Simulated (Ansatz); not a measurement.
MnS:

```
Mn S
1.0
     0.00000    2.47346    2.47346
     2.47346    0.00000    2.47346
     2.47346    2.47346    0.00000
Mn S
1 1
Direct
  0.00000 0.00000 0.00000
  0.75000 0.75000 0.75000
```

The cell is a database's computed one.

Base run:

- Program: Ansatz 0.2.0
- Functional: RPBE
- Potentials or basis: Ansatz PAW
- Cutoff: 420 eV (not typed: the program's choice for these potentials)
- k mesh: 9 × 9 × 9
- Occupations: fermi-dirac, width 0.05 eV
- Spin: collinear spin, ferromagnetic start
- Starting moments: [4.0, 0.0] μB

Its results: band gap on the k mesh none (metal or under the smearing width); pressure 6.4 GPa; net moment 0.22 μB per cell; site moments Mn +0.19; S -0.00 μB.

The run is repeated on the same cell with these changes: functional from RPBE to exchange-only PBE. What comes out?

Band gap on the k mesh none (metal or under the smearing width); pressure 21.3 GPa; net moment 0.22 μB per cell; site moments Mn +0.19; S -0.00 μB.

Caveats: the moment fell far below its start of 4 μB, so a state of higher moment may lie lower in energy; semilocal functionals often make such compounds metallic where correlation or magnetic order opens a gap, which also shifts bond lengths; the PAW data sets come from PBE, with cores solved anew for the run's functional, which leaves a small shift of forces and pressure; the starting moments weren't kept; so large a pressure means that the cell lies far from this level's equilibrium, or that cutoff or potentials fall short (some runs).
